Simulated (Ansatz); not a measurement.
# Al2O3 (R-3c): the host for defect calculations, part 2 of 3

Aim: the runs on the perfect crystal Al2O3 (R-3c) that a defect calculation needs first.

Ansatz 0.2.0; plane-wave PAW DFT, PBEsol; relaxation of the host's cell and atoms; PAW set soft_1 (the session's first sound run).

So far. Step 3 (Dielectric tensors of the host): The principal values of the electronic dielectric tensor are 3.26, 3.29 and 3.29. The principal values of the static dielectric tensor are 9.66, 9.66 and 11.75. The relaxed cell has a = 4.773, c = 13.013 Å (conventional setting).

### Step 4. Primitive cell on a dense mesh

A dense mesh gives the host's converged energy, against which the supercell's sampling is tested.

This step: plane-wave PAW DFT, PBEsol; single point of the host's primitive cell on a dense mesh; PAW set soft_1 (Ansatz 0.2.0).

dense/input.yaml

```yaml
crystal:
  lattice:
    - [2.3866526636, 1.3779345578, 4.3376225351]
    - [-2.3866526636, 1.3779345578, 4.3376225351]
    - [0.0, -2.7558691155, 4.3376225351]
  atoms:
    - { symbol: Al, position: [0.6479531978, 0.6479531978, 0.6479531978] }
    - { symbol: Al, position: [0.8520468022, 0.8520468022, 0.8520468022] }
    - { symbol: Al, position: [0.1479531978, 0.1479531978, 0.1479531978] }
    - { symbol: Al, position: [0.3520468022, 0.3520468022, 0.3520468022] }
    - { symbol: O, position: [0.4441683055, 0.0558316945, 0.75] }
    - { symbol: O, position: [0.9441683055, 0.25, 0.5558316945] }
    - { symbol: O, position: [0.0558316945, 0.75, 0.4441683055] }
    - { symbol: O, position: [0.75, 0.4441683055, 0.0558316945] }
    - { symbol: O, position: [0.25, 0.5558316945, 0.9441683055] }
    - { symbol: O, position: [0.5558316945, 0.9441683055, 0.25] }
basis:
  ecutwfc: 420
  xc_grid: 2
hamiltonian:
  xc: pbesol
  pseudopotentials: { kind: paw, azcp: { folder: soft_1 }, xc_functional: pbe }
kpoints:
  mp_grid: { grid: [7, 7, 7] }
scf:
  occupations: { method: fermi_dirac, width: 0.01 }
  max_iter: 80
```

The run is started by

```console
ansatz run input.yaml --threads 4 --pin off --max-ram 7536MiB --backend cpu --events-out ev --progress --plain --runs-dir out
```

Numbers of over 12 decimals in the logs are rounded to 6 here.

The log of the run:

```text
[...]
Crystal: 10 atoms, lattice volume = 85.590 Å³
Basis set: ecut = 420 eV, 1653 PW (Γ), exchange–correlation on 72×72×72 points (8 copies of the dense FFT grid, shifted against one another)
Bands: 34, of which v1, the nominal top of the filled ones, is band 24 counted from 1 (23 counted from 0)
Symmetry: 12 space group operations
[...]
k-points: 44 of 343
[...]
SCF iter   1: F=—  HF=-5482.115157 eV  |F-HF|=—  |Δ(HF+E_count)|=         —  Δρ=1.18e-1  dr2=1.13e1  ethr=3.10e-3  ⟨swp⟩=6.9  Hψ=7317  notcnv=0  defer=7
[...]
SCF iter   7: F=-5478.895609 eV  HF=-5478.895609 eV  |F-HF|=5.22e-9  |Δ(HF+E_count)|=   7.93e-7  Δρ=4.66e-6  dr2=1.38e-8  ethr=2.08e-10  ⟨swp⟩=3.0  Hψ=3417  notcnv=0
SCF 1 converged in 7 iterations: F = -5478.895609 eV  dr2 = 1.38e-8
[...]
SCF converged after 7 iterations
Free energy (F): -5478.895609 eV
[...]
Internal energy: -5478.895609 eV  (E = F + TS)
E sigma→0 (E₀):  -5478.895609 eV
Fermi energy:    10.526876 eV
[...]
```

Elapsed: 1.8 s, on 4 threads of Arm Neoverse V1, shared host; peak memory 0.43 GiB.

### Step 5. Self-consistent run

This step: plane-wave PAW DFT, PBEsol; single point of the defect-free supercell, a test of its k-points; PAW set soft_1 (Ansatz 0.2.0).

System of this step: Al2O3 (R-3c). The cell holds 80 atoms: 32 Al and 48 O. Cell: a = 10.278 Å, b = 10.278 Å, c = 10.278 Å, α = 55.3°, β = 55.3°, γ = 55.3°.

pristine.sampling/input.yaml

```yaml
crystal:
  lattice:
    - [4.7733053271, 2.7558691155, 8.6752450701]
    - [-4.7733053271, 2.7558691155, 8.6752450701]
    - [0.0, -5.5117382311, 8.6752450701]
  atoms:
    - { symbol: Al, position: [0.3239765989, 0.3239765989, 0.3239765989] }
    - { symbol: Al, position: [0.4260234011, 0.4260234011, 0.4260234011] }
    - { symbol: Al, position: [0.0739765989, 0.0739765989, 0.0739765989] }
    - { symbol: Al, position: [0.1760234011, 0.1760234011, 0.1760234011] }
    - { symbol: O, position: [0.2220841528, 0.0279158472, 0.375] }
    - { symbol: O, position: [0.4720841528, 0.125, 0.2779158472] }
    - { symbol: O, position: [0.0279158472, 0.375, 0.2220841528] }
    - { symbol: O, position: [0.375, 0.2220841528, 0.0279158472] }
    - { symbol: O, position: [0.125, 0.2779158472, 0.4720841528] }
    - { symbol: O, position: [0.2779158472, 0.4720841528, 0.125] }
    - { symbol: Al, position: [0.3239765989, 0.3239765989, 0.8239765989] }
    - { symbol: Al, position: [0.4260234011, 0.4260234011, 0.9260234011] }
    - { symbol: Al, position: [0.0739765989, 0.0739765989, 0.5739765989] }
    - { symbol: Al, position: [0.1760234011, 0.1760234011, 0.6760234011] }
    - { symbol: O, position: [0.2220841528, 0.0279158472, 0.875] }
    - { symbol: O, position: [0.4720841528, 0.125, 0.7779158473] }
    - { symbol: O, position: [0.0279158472, 0.375, 0.7220841528] }
    - { symbol: O, position: [0.375, 0.2220841528, 0.5279158472] }
    - { symbol: O, position: [0.125, 0.2779158472, 0.9720841528] }
    - { symbol: O, position: [0.2779158472, 0.4720841528, 0.625] }
    - { symbol: Al, position: [0.3239765989, 0.8239765989, 0.3239765989] }
    - { symbol: Al, position: [0.4260234011, 0.9260234011, 0.4260234011] }
    - { symbol: Al, position: [0.0739765989, 0.5739765989, 0.0739765989] }
    - { symbol: Al, position: [0.1760234011, 0.6760234011, 0.1760234011] }
    - { symbol: O, position: [0.2220841528, 0.5279158472, 0.375] }
    - { symbol: O, position: [0.4720841528, 0.625, 0.2779158472] }
    - { symbol: O, position: [0.0279158472, 0.875, 0.2220841528] }
    - { symbol: O, position: [0.375, 0.7220841528, 0.0279158472] }
    - { symbol: O, position: [0.125, 0.7779158473, 0.4720841528] }
    - { symbol: O, position: [0.2779158472, 0.9720841528, 0.125] }
    - { symbol: Al, position: [0.3239765989, 0.8239765989, 0.8239765989] }
    - { symbol: Al, position: [0.4260234011, 0.9260234011, 0.9260234011] }
    - { symbol: Al, position: [0.0739765989, 0.5739765989, 0.5739765989] }
    - { symbol: Al, position: [0.1760234011, 0.6760234011, 0.6760234011] }
    - { symbol: O, position: [0.2220841528, 0.5279158472, 0.875] }
    - { symbol: O, position: [0.4720841528, 0.625, 0.7779158473] }
    - { symbol: O, position: [0.0279158472, 0.875, 0.7220841528] }
    - { symbol: O, position: [0.375, 0.7220841528, 0.5279158472] }
    - { symbol: O, position: [0.125, 0.7779158473, 0.9720841528] }
    - { symbol: O, position: [0.2779158472, 0.9720841528, 0.625] }
    - { symbol: Al, position: [0.8239765989, 0.3239765989, 0.3239765989] }
    - { symbol: Al, position: [0.9260234011, 0.4260234011, 0.4260234011] }
    - { symbol: Al, position: [0.5739765989, 0.0739765989, 0.0739765989] }
    - { symbol: Al, position: [0.6760234011, 0.1760234011, 0.1760234011] }
    - { symbol: O, position: [0.7220841528, 0.0279158472, 0.375] }
    - { symbol: O, position: [0.9720841528, 0.125, 0.2779158472] }
    - { symbol: O, position: [0.5279158472, 0.375, 0.2220841528] }
    - { symbol: O, position: [0.875, 0.2220841528, 0.0279158472] }
    - { symbol: O, position: [0.625, 0.2779158472, 0.4720841528] }
    - { symbol: O, position: [0.7779158473, 0.4720841528, 0.125] }
    - { symbol: Al, position: [0.8239765989, 0.3239765989, 0.8239765989] }
    - { symbol: Al, position: [0.9260234011, 0.4260234011, 0.9260234011] }
    - { symbol: Al, position: [0.5739765989, 0.0739765989, 0.5739765989] }
    - { symbol: Al, position: [0.6760234011, 0.1760234011, 0.6760234011] }
    - { symbol: O, position: [0.7220841528, 0.0279158472, 0.875] }
    - { symbol: O, position: [0.9720841528, 0.125, 0.7779158473] }
    - { symbol: O, position: [0.5279158472, 0.375, 0.7220841528] }
    - { symbol: O, position: [0.875, 0.2220841528, 0.5279158472] }
    - { symbol: O, position: [0.625, 0.2779158472, 0.9720841528] }
    - { symbol: O, position: [0.7779158473, 0.4720841528, 0.625] }
    - { symbol: Al, position: [0.8239765989, 0.8239765989, 0.3239765989] }
    - { symbol: Al, position: [0.9260234011, 0.9260234011, 0.4260234011] }
    - { symbol: Al, position: [0.5739765989, 0.5739765989, 0.0739765989] }
    - { symbol: Al, position: [0.6760234011, 0.6760234011, 0.1760234011] }
    - { symbol: O, position: [0.7220841528, 0.5279158472, 0.375] }
    - { symbol: O, position: [0.9720841528, 0.625, 0.2779158472] }
    - { symbol: O, position: [0.5279158472, 0.875, 0.2220841528] }
    - { symbol: O, position: [0.875, 0.7220841528, 0.0279158472] }
    - { symbol: O, position: [0.625, 0.7779158473, 0.4720841528] }
    - { symbol: O, position: [0.7779158473, 0.9720841528, 0.125] }
    - { symbol: Al, position: [0.8239765989, 0.8239765989, 0.8239765989] }
    - { symbol: Al, position: [0.9260234011, 0.9260234011, 0.9260234011] }
    - { symbol: Al, position: [0.5739765989, 0.5739765989, 0.5739765989] }
    - { symbol: Al, position: [0.6760234011, 0.6760234011, 0.6760234011] }
    - { symbol: O, position: [0.7220841528, 0.5279158472, 0.875] }
    - { symbol: O, position: [0.9720841528, 0.625, 0.7779158473] }
    - { symbol: O, position: [0.5279158472, 0.875, 0.7220841528] }
    - { symbol: O, position: [0.875, 0.7220841528, 0.5279158472] }
    - { symbol: O, position: [0.625, 0.7779158473, 0.9720841528] }
    - { symbol: O, position: [0.7779158473, 0.9720841528, 0.625] }
basis:
  ecutwfc: 420
  xc_grid: 2
hamiltonian:
  xc: pbesol
  pseudopotentials: { kind: paw, azcp: { folder: soft_1 }, xc_functional: pbe }
kpoints:
  mp_grid: { grid: [1, 1, 1], shift: [0.25, 0.25, 0.25] }
scf:
  occupations: { method: fermi_dirac, width: 0.01 }
  max_iter: 80
```

The log of the run:

```text
[...]
Crystal: 80 atoms, lattice volume = 684.717 Å³
Basis set: ecut = 420 eV, 13355 PW (Γ), exchange–correlation on 144×144×144 points (8 copies of the dense FFT grid, shifted against one another)
Bands: 272, of which v1, the nominal top of the filled ones, is band 192 counted from 1 (191 counted from 0)
Symmetry: 96 space group operations
[...]
k-points: 1
[...]
SCF iter   1: F=—  HF=-43856.742972 eV  |F-HF|=—  |Δ(HF+E_count)|=         —  Δρ=1.18e-1  dr2=9.07e1  ethr=3.10e-3  ⟨swp⟩=6.0  Hψ=1143  notcnv=0  defer=37
[...]
SCF iter   7: F=-43830.849887 eV  HF=-43830.849887 eV  |F-HF|=3.00e-8  |Δ(HF+E_count)|=   7.10e-6  Δρ=4.35e-6  dr2=8.35e-8  ethr=1.78e-10  ⟨swp⟩=2.0  Hψ=691  notcnv=0
SCF 1 converged in 7 iterations: F = -43830.849887 eV  dr2 = 8.35e-8
[...]
SCF converged after 7 iterations
Free energy (F): -43830.849887 eV
[...]
Internal energy: -43830.849887 eV  (E = F + TS)
E sigma→0 (E₀):  -43830.849887 eV
Fermi energy:    10.655656 eV
[...]
```

Elapsed: 5.4 s, on 4 threads; peak memory 1.4 GiB.

Numbers from this step:

```yaml
energy_over_dense_mesh: 0.003937 eV/atom
```

### Step 6. Defect free supercell relaxed from its symmetric sites

This cell, the one that will hold the defects, is built from the relaxed host. Its coarser k-points can move the atoms a little, so it is relaxed from the symmetric sites, as the reference for the test of stability.

This step: plane-wave PAW DFT, PBEsol; relaxation of the defect-free supercell from its symmetric sites; PAW set soft_1 (Ansatz 0.2.0).

pristine.symmetric/input.yaml, as its differences from pristine.sampling/input.yaml of step 5:

```diff
@@ -97 +97,12 @@
   max_iter: 80
+output:
+  forces: true
+relax:
+  f_tol: 0.01
+  max_steps: 60
+  escape_saddle: false
+checkpoint:
+  write: "../pristine.symmetric.run"
+  compress: false
+  write_wavefunctions: false
+  write_every: 100000
```

The log of the run:

```text
[...]
Crystal: 80 atoms, lattice volume = 684.717 Å³
Basis set: ecut = 420 eV, 13355 PW (Γ), exchange–correlation on 144×144×144 points (8 copies of the dense FFT grid, shifted against one another)
Bands: 272, of which v1, the nominal top of the filled ones, is band 192 counted from 1 (191 counted from 0)
Symmetry: 96 space group operations
[...]
k-points: 1
[...]
SCF iter   1: F=—  HF=-43856.742972 eV  |F-HF|=—  |Δ(HF+E_count)|=         —  Δρ=1.18e-1  dr2=9.07e1  ethr=3.10e-3  ⟨swp⟩=6.0  Hψ=1143  notcnv=0  defer=37
[...]
SCF iter   7: F=-43830.849887 eV  HF=-43830.849887 eV  |F-HF|=2.91e-8  |Δ(HF+E_count)|=   7.10e-6  Δρ=4.38e-6  dr2=8.50e-8  ethr=6.51e-10  ⟨swp⟩=4.0  Hψ=799  notcnv=0
SCF 1 converged in 7 iterations: F = -43830.849887 eV  dr2 = 8.50e-8
[...]
relax step   1: F+E_penalty+E_count = -43830.84988718 eV  Δ(F+E_penalty+E_count) = +0.000e0 eV  max|allowed force component| = 9.305e-3 eV/Å  Δτ_max = 0.0000 Å  (7 SCF iters, dr2 threshold 2.50e-6 eV, accepted)
[...]
SCF iter   2: F=-43830.849887 eV  HF=-43830.849887 eV  |F-HF|=1.24e-8  |Δ(HF+E_count)|=   2.57e-6  Δρ=2.56e-6  dr2=3.41e-8  ethr=2.21e-11  ⟨swp⟩=3.0  Hψ=532  notcnv=0
SCF 2 converged in 2 iterations: F = -43830.849887 eV  dr2 = 3.41e-8
relax step   2: F+E_penalty+E_count = -43830.84988719 eV  Δ(F+E_penalty+E_count) = -3.885e-9 eV  max|allowed force component| = 9.305e-3 eV/Å  Δτ_max = 0.0000 Å  (2 SCF iters, accepted)
SCF converged after 2 iterations
Free energy (F): -43830.849887 eV
[...]
Internal energy: -43830.849887 eV  (E = F + TS)
E sigma→0 (E₀):  -43830.849887 eV
Fermi energy:    10.655657 eV
[...]
--- Forces (eV/Å), atoms counted from 1 ---
  atom   1  Al     0.00000000     0.00000000    -0.00407119
  atom   2  Al     0.00000000    -0.00000000     0.00407119
  atom   3  Al    -0.00000000     0.00000000    -0.00407119
  atom   4  Al    -0.00000000    -0.00000000     0.00407119
  atom   5  O     -0.00930546    -0.00000000    -0.00000000
  atom   6  O     -0.00465273    -0.00805876    -0.00000000
  atom   7  O      0.00465273     0.00805876     0.00000000
  atom   8  O      0.00465273    -0.00805876    -0.00000000
  atom   9  O     -0.00465273     0.00805876     0.00000000
  atom  10  O      0.00930546     0.00000000     0.00000000
  atom  11  Al     0.00000000     0.00000000    -0.00407119
  atom  12  Al     0.00000000    -0.00000000     0.00407119
  atom  13  Al    -0.00000000     0.00000000    -0.00407119
  atom  14  Al    -0.00000000    -0.00000000     0.00407119
  atom  15  O     -0.00930546    -0.00000000    -0.00000000
  atom  16  O     -0.00465273    -0.00805876    -0.00000000
  atom  17  O      0.00465273     0.00805876     0.00000000
  atom  18  O      0.00465273    -0.00805876    -0.00000000
  atom  19  O     -0.00465273     0.00805876     0.00000000
  atom  20  O      0.00930546     0.00000000     0.00000000
  atom  21  Al     0.00000000     0.00000000    -0.00407119
  atom  22  Al     0.00000000    -0.00000000     0.00407119
  atom  23  Al    -0.00000000     0.00000000    -0.00407119
  atom  24  Al    -0.00000000    -0.00000000     0.00407119
  atom  25  O     -0.00930546    -0.00000000    -0.00000000
  atom  26  O     -0.00465273    -0.00805876    -0.00000000
  atom  27  O      0.00465273     0.00805876     0.00000000
  atom  28  O      0.00465273    -0.00805876    -0.00000000
  atom  29  O     -0.00465273     0.00805876     0.00000000
  atom  30  O      0.00930546     0.00000000     0.00000000
  atom  31  Al     0.00000000     0.00000000    -0.00407119
  atom  32  Al     0.00000000    -0.00000000     0.00407119
  atom  33  Al    -0.00000000     0.00000000    -0.00407119
  atom  34  Al    -0.00000000    -0.00000000     0.00407119
  atom  35  O     -0.00930546    -0.00000000    -0.00000000
  atom  36  O     -0.00465273    -0.00805876    -0.00000000
  atom  37  O      0.00465273     0.00805876     0.00000000
  atom  38  O      0.00465273    -0.00805876    -0.00000000
  atom  39  O     -0.00465273     0.00805876     0.00000000
  atom  40  O      0.00930546     0.00000000     0.00000000
[...]
atom  69  O     -0.00465273     0.00805876     0.00000000
  atom  70  O      0.00930546     0.00000000     0.00000000
  atom  71  Al     0.00000000     0.00000000    -0.00407119
  atom  72  Al     0.00000000    -0.00000000     0.00407119
  atom  73  Al    -0.00000000     0.00000000    -0.00407119
  atom  74  Al    -0.00000000    -0.00000000     0.00407119
  atom  75  O     -0.00930546    -0.00000000    -0.00000000
  atom  76  O     -0.00465273    -0.00805876    -0.00000000
  atom  77  O      0.00465273     0.00805876     0.00000000
  atom  78  O      0.00465273    -0.00805876    -0.00000000
  atom  79  O     -0.00465273     0.00805876     0.00000000
  atom  80  O      0.00930546     0.00000000     0.00000000
  max |Σ_I F_I| component: 4.86e-17 eV/Å
--- Relaxed structure (2 steps of the walk, 2 accepted, 0 SCFs on fresh bases) ---
  F+E_penalty+E_count = -43830.84988719 eV   max|allowed force component| = 9.305e-3 eV/Å
  atoms:
    - { symbol: Al, position: [0.323977, 0.323977, 0.323977] }
    - { symbol: Al, position: [0.426023, 0.426023, 0.4260234011] }
    - { symbol: Al, position: [0.073977, 0.073977, 0.073977] }
    - { symbol: Al, position: [0.176023, 0.176023, 0.176023] }
    - { symbol: O, position: [0.222084, 0.027916, 0.375] }
    - { symbol: O, position: [0.472084, 0.125000, 0.277916] }
    - { symbol: O, position: [0.027916, 0.375, 0.222084] }
    - { symbol: O, position: [0.375, 0.222084, 0.027916] }
    - { symbol: O, position: [0.125000, 0.277916, 0.472084] }
    - { symbol: O, position: [0.277916, 0.472084, 0.125000] }
    - { symbol: Al, position: [0.323977, 0.323977, 0.8239765989] }
    - { symbol: Al, position: [0.426023, 0.426023, 0.926023] }
    - { symbol: Al, position: [0.0739765989, 0.0739765989, 0.5739765989] }
    - { symbol: Al, position: [0.176023, 0.176023, 0.6760234011] }
    - { symbol: O, position: [0.222084, 0.027916, 0.875000] }
    - { symbol: O, position: [0.472084, 0.125000, 0.777916] }
    - { symbol: O, position: [0.027916, 0.375, 0.722084] }
    - { symbol: O, position: [0.375, 0.222084, 0.527916] }
    - { symbol: O, position: [0.125, 0.277916, 0.972084] }
    - { symbol: O, position: [0.277916, 0.472084, 0.625] }
    - { symbol: Al, position: [0.3239765989, 0.823977, 0.323977] }
    - { symbol: Al, position: [0.426023, 0.9260234011, 0.426023] }
    - { symbol: Al, position: [0.073977, 0.573977, 0.073977] }
    - { symbol: Al, position: [0.176023, 0.6760234011, 0.176023] }
    - { symbol: O, position: [0.222084, 0.527916, 0.375000] }
    - { symbol: O, position: [0.472084, 0.625, 0.277916] }
    - { symbol: O, position: [0.027916, 0.875, 0.222084] }
    - { symbol: O, position: [0.375, 0.722084, 0.027916] }
    - { symbol: O, position: [0.125000, 0.777916, 0.472084] }
    - { symbol: O, position: [0.277916, 0.972084, 0.125] }
    - { symbol: Al, position: [0.323977, 0.8239765989, 0.8239765989] }
    - { symbol: Al, position: [0.426023, 0.926023, 0.9260234011] }
    - { symbol: Al, position: [0.073977, 0.573977, 0.5739765989] }
    - { symbol: Al, position: [0.176023, 0.676023, 0.676023] }
    - { symbol: O, position: [0.222084, 0.527916, 0.875] }
    - { symbol: O, position: [0.472084, 0.625, 0.777916] }
    - { symbol: O, position: [0.027916, 0.875, 0.722084] }
    - { symbol: O, position: [0.375, 0.722084, 0.527916] }
    - { symbol: O, position: [0.125, 0.777916, 0.972084] }
    - { symbol: O, position: [0.277916, 0.972084, 0.625000] }
    - { symbol: Al, position: [0.823977, 0.3239765989, 0.323977] }
    - { symbol: Al, position: [0.9260234011, 0.426023, 0.426023] }
    - { symbol: Al, position: [0.573977, 0.073977, 0.073977] }
    - { symbol: Al, position: [0.6760234011, 0.176023, 0.176023] }
    - { symbol: O, position: [0.722084, 0.027916, 0.375000] }
    - { symbol: O, position: [0.972084, 0.125, 0.277916] }
    - { symbol: O, position: [0.527916, 0.375, 0.222084] }
    - { symbol: O, position: [0.875, 0.222084, 0.027916] }
    - { symbol: O, position: [0.625000, 0.277916, 0.472084] }
    - { symbol: O, position: [0.777916, 0.472084, 0.125000] }
    - { symbol: Al, position: [0.8239765989, 0.323977, 0.8239765989] }
    - { symbol: Al, position: [0.926023, 0.426023, 0.9260234011] }
    - { symbol: Al, position: [0.573977, 0.073977, 0.5739765989] }
    - { symbol: Al, position: [0.676023, 0.176023, 0.676023] }
    - { symbol: O, position: [0.722084, 0.027916, 0.875] }
    - { symbol: O, position: [0.972084, 0.125000, 0.777916] }
    - { symbol: O, position: [0.527916, 0.375000, 0.722084] }
    - { symbol: O, position: [0.875, 0.222084, 0.527916] }
    - { symbol: O, position: [0.625000, 0.277916, 0.972084] }
    - { symbol: O, position: [0.777916, 0.472084, 0.625000] }
    - { symbol: Al, position: [0.823977, 0.823977, 0.323977] }
    - { symbol: Al, position: [0.9260234011, 0.9260234011, 0.426023] }
    - { symbol: Al, position: [0.5739765989, 0.5739765989, 0.073977] }
    - { symbol: Al, position: [0.6760234011, 0.6760234011, 0.176023] }
    - { symbol: O, position: [0.722084, 0.527916, 0.375000] }
    - { symbol: O, position: [0.972084, 0.625, 0.277916] }
    - { symbol: O, position: [0.527916, 0.875, 0.222084] }
    - { symbol: O, position: [0.875, 0.722084, 0.027916] }
    - { symbol: O, position: [0.625000, 0.777916, 0.472084] }
    - { symbol: O, position: [0.777916, 0.972084, 0.125000] }
    - { symbol: Al, position: [0.8239765989, 0.8239765989, 0.8239765989] }
    - { symbol: Al, position: [0.926023, 0.926023, 0.9260234011] }
    - { symbol: Al, position: [0.573977, 0.573977, 0.5739765989] }
    - { symbol: Al, position: [0.676023, 0.676023, 0.676023] }
    - { symbol: O, position: [0.722084, 0.527916, 0.875] }
    - { symbol: O, position: [0.972084, 0.625000, 0.777916] }
    - { symbol: O, position: [0.527916, 0.875, 0.722084] }
    - { symbol: O, position: [0.875, 0.722084, 0.527916] }
    - { symbol: O, position: [0.625000, 0.777916, 0.972084] }
    - { symbol: O, position: [0.777916, 0.972084, 0.625] }
```

Run time: 8.8 s. Hardware: 4 threads; peak memory 1.4 GiB.

Hardly anything moved in the relaxation; the energy changed by under 0.2 meV an atom.

(Part 2 of 3 ends here.)

[Logs are printed without paths, hosts, clocks, repeated set-up lines and the standing remarks that a program may print on its own settings, such as how far it seeks lower states.]

[Hosts, paths, dates, database ids (printed as entryN), source tags and the programs' standing remarks are cut or masked in the printed files.]

[Runs of the host that timed out are not shown.]

[For some hosts the program warned that the k-mesh of the response run may be too coarse for force constants and the static dielectric constant; such warnings are not always shown.]
